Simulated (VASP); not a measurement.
# MoP (P-6m2) in VASP: settings compared

Aim: see how the results for MoP move with the level of theory and the settings. Levels: r2SCAN, PBEsol. Tasks: relaxation of cell and atoms.

Program: VASP 6.6.1. These are calculated values, not measurements. Logs are shortened: lines on timing, memory, paths and dates and some standing lists are left out, and cuts for length are marked.

**1. Starting point**

It takes space group P-6m2 (No. 187, hexagonal). Conventional cell: a = 3.237 Å, b = 3.237 Å, c = 3.181 Å, α = 90.00°, β = 90.00°, γ = 120.00°. Mo (site symmetry -6m2) is surrounded by 6 P at 2.45 Å. P (site symmetry -6m2) is surrounded by 6 Mo at 2.45 Å.

**2. Relaxation of cell and atoms, r2SCAN**

INCAR reads:

```
SYSTEM = MoP
PREC     = Accurate       ! precision mode
ENCUT    = 600            ! plane-wave cutoff, eV
EDIFF    = 1E-7           ! SCF threshold, eV
ISMEAR   = 1              ! smearing method
SIGMA    = 0.1            ! smearing width, eV
LREAL    = .FALSE.        ! projectors in reciprocal space
LASPH    = .TRUE.         ! aspherical terms in the spheres
NELM     = 80             ! most SCF steps
ALGO     = Normal         ! electronic algorithm
ISIF     = 3              ! what is computed and relaxed
LWAVE    = .FALSE.        ! write WAVECAR
LCHARG   = .FALSE.        ! write CHGCAR
METAGGA  = R2SCAN         ! meta-GGA
LMIXTAU  = .TRUE.       
IBRION   = 2              ! ionic algorithm
NSW      = 90             ! ionic steps
EDIFFG   = -0.005         ! ionic threshold
```

KPOINTS reads:

```
Automatic mesh
0
G
  15 15 11
  0 0 0
```

POSCAR reads:

```
MoP                                     
1.0
    3.2367461726     -0.0000000000      0.0000000000
   -1.6183730863      2.8031044111      0.0000000000
   -0.0000000000      0.0000000000      3.1813644627
  Mo              P             
     1     1
Direct
     0.0000000000000000    0.0000000000000000    0.0000000000000000
     0.3333333332999970    0.6666666667000030    0.5000000000000000
```

Potentials or basis: VASP PAW PBE potentials, release 64 (Mo_sv, P).

On the command line:

```sh
> cat potpaw_PBE.64/Mo_sv/POTCAR potpaw_PBE.64/P/POTCAR > POTCAR
> mpirun -np 1 vasp_std > vasp.out
```

OUTCAR:

```text
SYSTEM = MoP
   PREC = Accurate
   ENCUT = 600
   EDIFF = 1E-7
   ISMEAR = 1
   LREAL = .FALSE.
   LASPH = .TRUE.
   NELM = 80
   ISIF = 3
   METAGGA = R2SCAN
   IBRION = 2
   NSW = 90
   EDIFFG = -0.005

 ion  position               nearest neighbor table
   1  0.000  0.000  0.000-   2 2.45   2 2.45   2 2.45   2 2.45   2 2.45   2 2.45
   2  0.333  0.667  0.500-   1 2.45   1 2.45   1 2.45   1 2.45   1 2.45   1 2.45

  LATTYP: Found a hexagonal cell.
 ALAT       =     3.2367461726
 C/A-ratio  =     0.9828896963

  Lattice vectors:

 A1 = (   3.2367461726,   0.0000000000,   0.0000000000)
 A2 = (  -1.6183730863,   2.8031044111,   0.0000000000)
 A3 = (   0.0000000000,   0.0000000000,   3.1813644627)

Analysis of symmetry for initial positions (statically):
=====================================================================
 Subroutine PRICEL returns:
 Original cell was already a primitive cell.

 Routine SETGRP: Setting up the symmetry group for a
 hexagonal supercell.

 Subroutine GETGRP returns: Found 12 space group operations
 (whereof 12 operations were pure point group operations)
 out of a pool of 24 trial point group operations.

The static configuration has the point symmetry D_3h.

Analysis of symmetry for dynamics (positions and initial velocities):
=====================================================================
 Subroutine PRICEL returns:
 Original cell was already a primitive cell.

 Routine SETGRP: Setting up the symmetry group for a
 hexagonal supercell.

 Subroutine GETGRP returns: Found 12 space group operations
 (whereof 12 operations were pure point group operations)
 out of a pool of 24 trial point group operations.

The dynamic configuration has the point symmetry D_3h.

 Subroutine INISYM returns: Found 12 space group operations
 (whereof 12 operations are pure point group operations),
 and found     1 'primitive' translations

----------------------------------------------------------------------------------------

                                     Primitive cell

  volume of cell :      28.8643

  direct lattice vectors                    reciprocal lattice vectors
     3.236746173  0.000000000  0.000000000     0.308952246  0.178373662  0.000000000
    -1.618373086  2.803104411  0.000000000     0.000000000  0.356747325  0.000000000
     0.000000000  0.000000000  3.181364463     0.000000000  0.000000000  0.314330537

  length of vectors
     3.236746173  3.236746173  3.181364463     0.356747325  0.356747325  0.314330537

  position of ions in fractional coordinates (direct lattice)
     0.000000000  0.000000000  0.000000000
     0.333333333  0.666666667  0.500000000

  ion indices of the primitive-cell ions
   primitive index   ion index
                 1           1
                 2           2

----------------------------------------------------------------------------------------

 KPOINTS: Automatic mesh

Automatic generation of k-mesh.
 Grid dimensions read from file:
 generate k-points for:   15   15   11

 Generating k-lattice:

  Cartesian coordinates                     Fractional coordinates (reciprocal lattice)
     0.020596816  0.011891577  0.000000000     0.066666667 -0.000000000  0.000000000
     0.000000000  0.023783155  0.000000000     0.000000000  0.066666667  0.000000000
     0.000000000  0.000000000  0.028575503     0.000000000  0.000000000  0.090909091

  Length of vectors
     0.023783155  0.023783155  0.028575503

  Shift w.r.t. Gamma in fractional coordinates (k-lattice)
     0.000000000  0.000000000  0.000000000

 Subroutine IBZKPT returns following result:
 ===========================================

 Found    162 irreducible k-points:

 Following reciprocal coordinates:
            Coordinates               Weight
  0.000000  0.000000  0.000000      1.000000
  0.066667  0.000000  0.000000      6.000000
  0.133333  0.000000  0.000000      6.000000
  0.200000  0.000000  0.000000      6.000000
  0.266667  0.000000  0.000000      6.000000
  0.333333  0.000000  0.000000      6.000000
[... 16 lines left out ...]
  0.333333  0.200000  0.000000     12.000000
  0.400000  0.200000  0.000000      6.000000
 [... further k-points ...]
   k-points           NKPTS =    162   k-points in BZ     NKDIM =    162   number of bands    NBANDS=     13
   number of dos      NEDOS =    301   number of ions     NIONS =      2
   total plane-waves  NPLWV =  21952
   dimension x,y,z NGX =    28 NGY =   28 NGZ =   28
   dimension x,y,z NGXF=    56 NGYF=   56 NGZF=   56
   ions per type =               1   1
   NGX,Y,Z   is equivalent  to a cutoff of  14.38, 14.38, 14.63 a.u.
   NGXF,Y,Z  is equivalent  to a cutoff of  28.76, 28.76, 29.26 a.u.
 SYSTEM =  MoP
   PREC   = accura    normal or accurate (medium, high low for compatibility)
   ISTART =      0    job   : 0-new  1-cont  2-samecut
   ICHARG =      2    charge: 1-file 2-atom 10-const
   ISPIN  =      1    spin polarized calculation?
   LNONCOLLINEAR =      F non collinear calculations
   LSORBIT =      F    spin-orbit coupling
   LASPH  =      T    aspherical Exc in radial PAW
   ENCUT  =  600.0 eV  44.10 Ry    6.64 a.u.   6.46  6.46  6.35*2*pi/ulx,y,z
   NELM   =     80;   NELMIN=  2; NELMDL= -5     # of ELM steps
   EDIFF  = 0.1E-06   stopping-criterion for ELM
   LREAL  =      F    real-space projection
   EDIFFG = -.5E-02   stopping-criterion for IOM
   NSW    =     90    number of steps for IOM
   IBRION =      2    ionic relax: 0-MD 1-quasi-New 2-CG
   NFREE  =      1    steps in history (QN), initial steepest desc. (CG)
   ISIF   =      3    stress and relaxation
   ISYM   =      2    0-nonsym 1-usesym 2-fastsym
   POTIM  = 0.5000    time-step for ionic-motion
   TEBEG  =    0.0;   TEEND  =   0.0 temperature during run
   PSTRESS=    0.0 pullay stress
   NELECT =      19.0000    total number of electrons
   NUPDOWN=      -1.0000    fix difference up-down
   EMIN   =  10.00;   EMAX   =-10.00  energy-range for DOS
   EFERMI =   0.00;   METHOD = LEGACY
   ISMEAR =     1;   SIGMA  =   0.10  broadening in eV -4-tet -1-fermi 0-gaus
   EFERMI_NEDOS =   21; number of points for ismear=-14 and -15
   IALGO  =     38    algorithm
   IMIX   =      4    mixing-type and parameters
     AMIX     =   0.40;   BMIX     =  1.00
     AMIX_MAG =   1.60;   BMIX_MAG =  1.00
  volume/ion in A,a.u.               =      14.43        97.39
  Fermi-wavevector in a.u.,A,eV,Ry     =   1.424095  2.691149 27.593243  2.028046
  Thomas-Fermi vector in A             =   2.544622
   LORBIT       =      0    0 simple, 1 ext, 2 COOP (PROOUT), +10 PAW based schemes
   METAGGA = R2SCAN    functional components
   LHFCALC =     F    Hartree Fock is set to
   AEXX    =    0.0000 exact exchange contribution
   IVDW    =     0    specifies the selected vdW correction
   LEPSILON=     F    determine dielectric tensor
   LRPA    =     F    only Hartree local field effects (RPA)
 conjugate gradient relaxation of ions
 non-spin polarized calculation
 Methfessel and Paxton  Order N= 1 SIGMA  =   0.10
  energy-cutoff  :      600.00
  volume of cell :       28.86
 maximum number of plane-waves:       990
 NGX is ok and might be reduce to    28
   NGX = 13   NGY = 13   NGZ = 13

--------------------------------------- Ionic step        1  -------------------------------------------

 number of electron      18.9999999 magnetization

 Free energy of the ion-electron system (eV)
  ---------------------------------------------------
  ext. energy  EPLUGINS =         0.00000000
  ---------------------------------------------------
  free energy    TOTEN  =       -36.45881213 eV

  energy without entropy =      -36.45833529  energy(sigma->0) =      -36.45865319

------------------------ aborting loop because EDIFF is reached ----------------------------------------

  FORCE on cell =-STRESS in cart. coord.  units (eV):
  Direction    XX          YY          ZZ          XY          YZ          ZX
  --------------------------------------------------------------------------------------
  -------------------------------------------------------------------------------------
  Total       -0.0001099     -0.0001099      0.0104677      0.0000000      0.0000000      0.0000000
  in kB       -0.0061003     -0.0061003      0.5810319      0.0000000      0.0000000      0.0000000
  external PRESSURE =       0.1896105 kB  Pullay stress =       0.0000000 kB
[... 57 lines left out ...]
  energy  without entropy=      -36.4583116702  energy(sigma->0) =      -36.45862696

--------------------------------------- Ionic step        3  -------------------------------------------

 number of electron      18.9999999 magnetization

 Free energy of the ion-electron system (eV)
  ---------------------------------------------------
  ext. energy  EPLUGINS =         0.00000000
  ---------------------------------------------------
  free energy    TOTEN  =       -36.45881248 eV

  energy without entropy =      -36.45833780  energy(sigma->0) =      -36.45865425

 E-fermi :  11.8463     XC(G=0): -13.4909

 val. band max:       11.8461875876   @ k =   0.4000   0.1333   0.0909
 cond. band min:      11.8501153625   @ k =   0.1333   0.0667   0.0000
 fundamental gap:      0.0039277750
 Fermi energy:        11.8463399877

 k-point     1 :       0.0000    0.0000    0.0000
  band No.  band energies     occupation
      1     -51.3123      2.00000
      2     -24.7256      2.00000
      3     -24.5365      2.00000
      4     -24.5365      2.00000
      5      -2.7678      2.00000
      6       7.5950      2.00000
      7       8.3091      2.00000
      8       8.3091      2.00000
      9      11.0940      2.00000
     10      12.0925     -0.00275
     11      12.0925     -0.00275
     12      16.1501      0.00000
     13      16.1501      0.00000
[... 353 lines left out ...]
 k-point    24 :       0.4000    0.2000    0.0000
  band No.  band energies     occupation
      1     -51.2745      2.00000
      2     -24.8537      2.00000
      3     -24.6963      2.00000
      4     -24.6727      2.00000
      5       0.2060      2.00000
      6       4.6519      2.00000
      7       7.0816      2.00000
      8       7.8212      2.00000
      9      10.6108      2.00000
     10      10.9844      2.00000
     11      12.7990     -0.00000
     12      13.6190     -0.00000
     13      18.1636      0.00000

 [... further k-points ...]
[... 5 lines left out ...]
  --------------------------------------------------------------------------------------
  -------------------------------------------------------------------------------------
  Total       -0.0054354     -0.0054354     -0.0096642      0.0000000      0.0000000      0.0000000
  in kB       -0.3016694     -0.3016694     -0.5363725      0.0000000      0.0000000      0.0000000
  external PRESSURE =      -0.3799038 kB  Pullay stress =       0.0000000 kB
[... 17 lines left out ...]
  FREE ENERGIE OF THE ION-ELECTRON SYSTEM (eV)
  ---------------------------------------------------
  free  energy   TOTEN  =       -36.4588124763 eV

  energy  without entropy=      -36.4583377962  energy(sigma->0) =      -36.45865425

 reached required accuracy - stopping structural energy minimisation
```

Wall time 4.1 min (1 thread of Intel Xeon 6975P-C (Granite Rapids), shared host); peak memory 0.23 GiB.

Results:

```yaml
Free_energy: -36.4588 eV
Relaxed_volume: 14.43 Å³/atom
Relaxed_cell: a = 3.237 Å, b = 3.237 Å, c = 3.182 Å, α = 90.00°, β = 90.00°, γ = 120.00°
Space_group_after_relaxing_to_0.05_Å: P-6m2 (No. 187)
Energy_gained_by_relaxing: 0.0 meV/atom
Ionic_steps: 3
Pressure_after_relaxing: 0.0 GPa
Band_gap_on_the_k_mesh: none (metal or under the smearing width)
```

Final structure:
```
Mo P
1.0
     3.23674    0.00000    0.00000
    -1.61837    2.80310    0.00000
     0.00000    0.00000    3.18173
Mo P
1 1
Direct
  0.00000 0.00000 0.00000
  0.33333 0.66667 0.50000
```

Levels at points of the mesh, in eV from the Fermi level:
```tsv
k point	band 8	band 9	band 10	band 11	band 12	band 13
(0.00, 0.00, 0.00)	-3.54	-0.75	0.25	0.25	4.30	4.30
```

Caveat: the PAW data sets were made with another functional, which shifts forces and pressure a little.

**3. Relaxation of cell and atoms, PBEsol**

This run uses another cell than the first one, of 14.35 Å³/atom, 0.995 times its volume.

INCAR reads:

```
SYSTEM = MoP
PREC = Accurate
ENCUT = 600
EDIFF = 1E-6
ISMEAR = 1
SIGMA = 0.1
LREAL = .FALSE.
LASPH = .TRUE.
NELM = 80
ALGO = Normal
ISIF = 3
LWAVE = .FALSE.
LCHARG = .FALSE.
GGA = PS
IBRION = 2
NSW = 90
EDIFFG = -0.01
KPAR = 2
```

KPOINTS is that of step 2.

POSCAR reads:

```
MoP
1.0
    3.2230000000      0.0000000000      0.0000000000
   -1.6115000000      2.7911998764      0.0000000000
    0.0000000000      0.0000000000      3.1910000000
Mo P
1 1
Direct
    0.0000000000      0.0000000000      0.0000000000
    0.3333333333      0.6666666667      0.5000000000
```

Potentials or basis: VASP PAW PBE potentials, release 64 (Mo_sv, P).

On the command line:

```sh
> cat potpaw_PBE.64/Mo_sv/POTCAR potpaw_PBE.64/P/POTCAR > POTCAR
> mpirun -np 2 vasp_std > vasp.out
```

Wall time 83 s (2 MPI ranks of Intel Xeon Platinum 8488C (Sapphire Rapids), shared host); peak memory 0.22 GiB.

The run converged. Its results:

```yaml
Free_energy: -19.0501 eV
Relaxed_volume: 14.15 Å³/atom
Relaxed_cell: a = 3.209 Å, b = 3.209 Å, c = 3.172 Å, α = 90.00°, β = 90.00°, γ = 120.00°
Space_group_after_relaxing_to_0.05_Å: P-6m2 (No. 187)
Energy_gained_by_relaxing: 2.3 meV/atom
Ionic_steps: 3
Pressure_after_relaxing: 0.0 GPa
Band_gap_on_the_k_mesh: none (metal or under the smearing width)
```

Stress tensor (GPa, compression positive):
```
-0.08  0.00  0.00
 0.00 -0.08  0.00
 0.00  0.00  0.04
```

The path:
```csv
step,energy change (eV),largest force (eV/Å),pressure (GPa),volume (Å³)
1,0.0000,0.0000,-3.45,28.71
2,0.0171,0.0000,8.10,27.44
3,-0.0046,0.0000,-0.04,28.30
```

Final structure:
```
Mo P
1.0
     3.20944    0.00000    0.00000
    -1.60472    2.77946    0.00000
     0.00000    0.00000    3.17246
Mo P
1 1
Cartesian
  0.0000 0.0000 0.0000
  0.0000 1.8530 1.5862
```

Levels at points of the mesh, in eV from the Fermi level:
```csv
k point,band 8,band 9,band 10,band 11,band 12,band 13
"(0.00, 0.00, 0.00)",-3.40,-0.69,0.27,0.27,4.19,4.19
```

Caveat: the PAW data sets were made with another functional, which shifts forces and pressure a little.
